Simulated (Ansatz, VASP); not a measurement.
# One calculation of InSb, two programs

The input INCAR:

```
PREC = Accurate
ENCUT = 520
EDIFF = 1E-8
ISMEAR = -1
SIGMA = 0.03
LREAL = F
LASPH = T
NELM = 100
ALGO = Normal
ISIF = 2
LWAVE = F
LCHARG = F
GGA = PE
LEFG = T
NBANDS = 16
```

Contents of KPOINTS:

```
Automatic mesh
0
Gamma
  10 10 10
```

The input POSCAR:

```
InSb
1.0
    0.0000000000      3.2391000000      3.2391000000
    3.2391000000      0.0000000000      3.2391000000
    3.2391000000      3.2391000000      0.0000000000
In Sb
1 1
Direct
    0.0000000000      0.0000000000      0.0000000000
    0.7500000000      0.7500000000      0.7500000000
```

Input for Ansatz:

```yaml
crystal:
  lattice:
    - [0.0, 3.2391, 3.2391]
    - [3.2391, 0.0, 3.2391]
    - [3.2391, 3.2391, 0.0]
  atoms:
    - { symbol: In, position: [0.0, 0.0, 0.0] }
    - { symbol: Sb, position: [0.75, 0.75, 0.75] }
kpoints:
  mp_grid: { grid: [10, 10, 10] }
scf:
  occupations: { method: fermi_dirac, width: 0.03 }
hamiltonian:
  xc: pbe
  pseudopotentials: { kind: paw }
output:
  forces: true
  stress: true
  eigenvalues: true
  efg: { contact_densities: true }
basis:
  ecutwfc: 600
```

Alike in both runs: task electric field gradients; functional PBE; k mesh 10 × 10 × 10; occupations fermi-dirac, width 0.03 eV; no spin polarisation.

|  | VASP | Ansatz |
| --- | --- | --- |
| version | VASP 6.6.1 | Ansatz 0.2.0 |
| potentials or method | VASP PAW PBE potentials, release 64 (In_d, Sb) | PAW with Ansatz's default frozen-core files, scalar-relativistic |
| plane-wave cutoff (eV) | 520 | 600 |
| valence electrons in the cell | 18 | 28 |

```csv
,VASP,Ansatz,Ansatz less VASP
pressure (GPa),3.1,3.1,+0.02
Vzz of the field gradient on the site that differs most (V/Å²),0.0,0.0,0.00
```

The functional is the same, so the differences come from potentials, cutoffs and numerics. The two sets of potentials don't hold the same shells in valence. Ansatz warned: «gradients_without_spin_orbit».

Spin-orbit coupling is left out, which matters for the levels of Sb.
